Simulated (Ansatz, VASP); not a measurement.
**One calculation of TiPt3, two programs**

Contents of INCAR:

```
PREC     = Accurate       # precision mode
ENCUT    = 520            # plane-wave cutoff, eV
EDIFF    = 1E-6           # SCF threshold, eV
ISMEAR   = -1             # smearing method
SIGMA    = 0.05           # smearing width, eV
LREAL    = False          # projectors in reciprocal space
LASPH    = True           # aspherical terms in the spheres
NELM     = 80             # most SCF steps
ALGO     = Normal         # electronic algorithm
ISIF     = 2              # what is computed and relaxed
LWAVE    = False          # write WAVECAR
LCHARG   = False          # write CHGCAR
GGA      = PS             # functional
NBANDS   = 29             # bands
```

KPOINTS

```
Automatic mesh
0
Gamma
  7 7 7
```

POSCAR

```
TiPt3
1.0
    3.8443313815      0.0000000000      0.0000000000
    0.0000000000      3.8443313815      0.0000000000
    0.0000000000      0.0000000000      3.8443313815
Pt Ti
3 1
Direct
    0.5000000000      0.5000000000      0.0000000000
    0.5000000000      0.0000000000      0.5000000000
    0.0000000000      0.5000000000      0.5000000000
    0.0000000000      0.0000000000      0.0000000000
```

File input.yaml:

```yaml
crystal:
  lattice:
    - [3.8443313815, 0.0, 0.0]
    - [0.0, 3.8443313815, 0.0]
    - [0.0, 0.0, 3.8443313815]
  atoms:
    - { symbol: Pt, position: [0.5, 0.5, 0.0] }
    - { symbol: Pt, position: [0.5, 0.0, 0.5] }
    - { symbol: Pt, position: [0.0, 0.5, 0.5] }
    - { symbol: Ti, position: [0.0, 0.0, 0.0] }
kpoints:
  mp_grid: { grid: [7, 7, 7] }
scf:
  occupations: { method: fermi_dirac, width: 0.05 }
hamiltonian:
  xc: pbesol
  pseudopotentials: { kind: all_electron, lapw: { basis_error: 0.001 } }
output:
  forces: true
  stress: true
  eigenvalues: true
```

Change from the starting cell: volume scaled by 0.96.

Alike in both runs: task single point; functional PBEsol; k mesh 7 × 7 × 7; occupations fermi-dirac, width 0.05 eV; no spin polarisation.

```csv
,VASP,Ansatz
version,VASP 6.6.1,Ansatz 0.2.0
potentials or method,"VASP PAW PBE potentials, release 64 (Pt, Ti_sv)","all-electron LAPW, scalar-relativistic"
plane-wave cutoff (eV),520,see its input
```

```tsv
	VASP	Ansatz	Ansatz less VASP
gap on the k mesh at the Fermi level (eV)	none	none	-
pressure (GPa)	12.3	12.6	+0.25
```

A gap of «none» marks a metal or a gap that the smearing closes. Ansatz ran all-electron here, so the differences hold the error of VASP's frozen core and of both bases.

Caveats: the PAW data sets were made with another functional, which shifts forces and pressure a little (VASP). The runs have no spin-orbit coupling, so splittings on Pt are missing.
